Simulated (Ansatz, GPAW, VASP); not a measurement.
## One calculation of Rb, 3 ways

```xyz
1
Lattice="-2.8025 2.8025 2.8025 2.8025 -2.8025 2.8025 2.8025 2.8025 -2.8025" Properties=species:S:1:pos:R:3 pbc="T T T"
Rb    0.0000    0.0000    0.0000
```

Alike in all runs: task single point; functional PBEsol; k mesh 7 × 7 × 7; occupations gaussian, width 0.1 eV; no spin polarisation; no spin-orbit coupling. Pressure is positive in compression and, in plane waves, holds the error of the finite cutoff.

| program and potentials | plane-wave cutoff (eV) | notes | pressure (GPa) |
| --- | --- | --- | --- |
| GPAW, PAW data sets generated for this functional | 600 | - | -0.08 |
| Ansatz, all-electron LAPW, scalar-relativistic | - | - | -0.06 |
| VASP, PBE PAW files Rb_sv, release 54, 520 eV | 520 | potentials made for PBE | -0.06 |

The pressure spans -0.08 (GPAW, PAW data sets generated for this functional) to -0.06 GPa (Ansatz, all-electron LAPW, scalar-relativistic), with all-electron results at -0.06.

The functional is the same throughout but for its coding, so the spread measures potentials, basis and numerics; runs on potential files found faulty are left out.
